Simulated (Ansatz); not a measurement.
**AlNi under changes of volume**

One of the cells (11.736 Å³/atom); the others are scaled copies at fixed shape and fractional positions:

```xyz
2
Lattice="1.9387 -1.9532 0.0000 1.9387 1.9532 0.0000 0.0000 0.0000 3.0994" Properties=species:S:1:pos:R:3 pbc="T T T"
Ni    1.9387    0.0000    1.5497
Al    0.0000    0.0000    0.0000
```

The cell comes from a database or a generator and needn't be the stable form of this composition.

```yaml
Program: Ansatz 0.2.0
Functional: PBEsol
Potentials_or_basis: Ansatz PAW
Cutoff: "420 eV (not typed: the program's choice for these potentials)"
k_mesh: 10 × 10 × 9
Occupations: fermi-dirac, width 0.05 eV
Spin: collinear spin, ferromagnetic start
Starting_moments: "[1.0, 0.0] μB"
```

| volume (Å³/atom) | energy over the lowest point (meV/atom) | pressure (GPa) |
| --- | --- | --- |
| 11.032 | 27.73 | 12.8 |
| 11.267 | 12.36 | 8.3 |
| 11.502 | 3.33 | 4.2 |
| 11.736 | 0.00 | 0.5 |
| 11.971 | ? | ? |
| 12.206 | 8.17 | -5.8 |
| 12.441 | 18.69 | -8.5 |

Problem. What does the run at 11.971 Å³/atom give?

Solution. Energy over the lowest point 1.79 meV/atom; pressure -2.8 GPa.

Worked out: A Birch-Murnaghan fit of order 3 (a polynomial in V^(-2/3)) to the other rows has its minimum at 11.77 Å³/atom with B0 = V·E''(V) = 172 GPa and B' = 4.3 at fixed shape and positions, which overstates the stiffness. It gives 1.78 meV/atom at 11.971 Å³/atom, against the run's 1.79, and -dE/dV = -2.8 GPa, against -2.8.

Energies are extrapolated to zero smearing.

Caveats: the PAW data sets come from PBE, with cores solved anew for the run's functional, which leaves a small shift of forces and pressure; the starting moments weren't kept.
